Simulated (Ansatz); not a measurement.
# What moves the pressure of CdSe?

```
CELL_PARAMETERS angstrom
0.00000 2.87396 2.87396
2.87396 0.00000 2.87396
2.87396 2.87396 0.00000
ATOMIC_POSITIONS crystal
Cd 0.00000 0.00000 0.00000
Se 0.50000 0.50000 0.50000
```

Atoms are numbered in the order listed.

The cell is the one relaxed in the Materials Project (mp-1055), not relaxed further here; entries there can be hypothetical.

Computed with DFT, PBEsol, all-electron LAPW, scalar-relativistic (Ansatz 0.2.0).

Numerical set-up: a Γ-centred 11×11×11 k mesh, Fermi–Dirac smearing of 0.05 eV, basis error target 0.5 meV/atom, no spin polarisation.

In this reference run the pressure is -3.9 GPa (positive in compression). Each change below is made alone, on the same k mesh, with fractional coordinates held unless an atom is moved; x, y and z are the Cartesian axes.

(1) Order the changes by the shift of the pressure, most negative first.
A. functional pbe
B. no relativity
C. spin-orbit coupling on
D. volume scaled by 1.02
E. volume scaled by 0.98
F. functional lda

Answers

(1) F (-2.2 GPa), D (-1.0 GPa), C (0.0 GPa), E (+1.1 GPa), B (+1.5 GPa), A (+3.5 GPa).
